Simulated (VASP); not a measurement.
Crystal: MnO.

```
Mn O
1.0
     3.37170    0.00000    0.00000
    -1.68585    2.91998    0.00000
     0.00000    0.00000    5.38550
Mn O
2 2
Direct
  0.33333 0.66667 0.01096
  0.66667 0.33333 0.51096
  0.33333 0.66667 0.37547
  0.66667 0.33333 0.87547
```

Measurements of this composition are mostly on another form, of space group No. 225.

Base run:

```yaml
Program: VASP 6.6.1
Functional: PBEsol
Potentials_or_basis: VASP PAW PBE potentials, release 64 (Mn_pv, O)
Cutoff: 520 eV
k_mesh: 6 × 6 × 4
Occupations: gaussian, width 0.05 eV
Spin: no spin polarisation
```

Its results: band gap on the k mesh none (metal or under the smearing width); pressure -35.0 GPa; largest force 0.303 eV/Å.

**Question.** The run is repeated on the same cell with these changes: spin from no spin polarisation to collinear spin, antiferromagnetic start; further incar settings from ALGO = Fast; EDIFF = 1e-07; NBANDS = 27 to ALGO = Fast; EDIFF = 1e-07. What comes out?

**Answer.** Band gap on the k mesh none (metal or under the smearing width); pressure -5.4 GPa; net moment 0.00 μB per cell; site moments Mn +4.21, -4.21; O -0.07, +0.07 μB; largest force 0.049 eV/Å.

Caveats: the PAW data sets were made with another functional, which shifts forces and pressure a little; semilocal functionals often make such compounds metallic where correlation or magnetic order opens a gap, which also shifts bond lengths; a pressure of tens of GPa on the cell as given is suspect, and the run, the potentials or the cell itself is likely at fault (some runs).
